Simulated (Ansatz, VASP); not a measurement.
## One calculation of CdTe, two programs

Contents of POSCAR:

```
CdTe
1.0
    0.0000000000      3.2799551162      3.2799551162
    3.2799551162      0.0000000000      3.2799551162
    3.2799551162      3.2799551162      0.0000000000
Cd Te
1 1
Direct
    0.0000000000      0.0000000000      0.0000000000
    0.2500000000      0.2500000000      0.2500000000
```

Contents of INCAR.step1:

```
PREC = Accurate
ENCUT = 520
EDIFF = 1E-5
ISMEAR = 0
SIGMA = 0.01
LREAL = F
LASPH = T
NELM = 100
ALGO = Normal
ISIF = 2
LWAVE = T
NBANDS = 16
GGA = PE
```

File INCAR.step2:

```
PREC = Accurate
ENCUT = 520
EDIFF = 1E-6
ISMEAR = 0
SIGMA = 0.01
LREAL = F
LASPH = T
NELM = 100
ALGO = Normal
ISIF = 2
LWAVE = F
LCHARG = T
GGA = PE
LHFCALC = T
AEXX = 0.25
PRECFOCK = Normal
HFRCUT = -1
LELF = T
LVHAR = T
NBANDS = 16
ISTART = 1
```

Contents of KPOINTS:

```
regular mesh
0
Gamma
  4 4 4
```

Input for Ansatz:

```yaml
crystal:
  lattice:
    - [0.0, 3.2799551162, 3.2799551162]
    - [3.2799551162, 0.0, 3.2799551162]
    - [3.2799551162, 3.2799551162, 0.0]
  atoms:
    - { symbol: Cd, position: [0.0, 0.0, 0.0] }
    - { symbol: Te, position: [0.25, 0.25, 0.25] }
kpoints:
  mp_grid: { grid: [4, 4, 4] }
  band_path:
    path:
      - [0.0, 0.0, 0.0]
      - [-0.5, -0.5, 0.0]
      - [-0.375, -0.375, 0.25]
      - [-0.375, 0.0, 0.375]
      - [0.0, 0.0, 0.5]
      - [-0.5, -0.25, 0.25]
    npoints: 1
hamiltonian:
  xc: pbe0
scf:
  occupations: { method: fixed }
  n_extra_bands: 4
output:
  forces: true
  stress: true
  eigenvalues: true
```

Alike in both runs: task single point; functional PBE0; k mesh 4 × 4 × 4; no spin polarisation.

```csv
,VASP,Ansatz
version,VASP 6.6.1,Ansatz 0.2.0
potentials or method,"VASP PAW PBE potentials, release 64 (Cd, Te)","plane waves, PAW"
plane-wave cutoff (eV),520,420
occupations,"gaussian, width 0.01 eV",fixed
valence electrons in the cell,18,36
```

|  | VASP | Ansatz | Ansatz less VASP |
| --- | --- | --- | --- |
| gap on the k mesh at the Fermi level (eV) | 2.09 | 2.16 | +0.070 |
| pressure (GPa) | 0.0 | 0.1 | +0.08 |

The two sets of potentials don't hold the same shells in valence. Ansatz warned: «stress_exchange_threshold_loose».

Caveats: the PAW data sets were made with another functional, which shifts forces and pressure a little (VASP); spin-orbit coupling is left out, which moves the levels of the heavy elements.
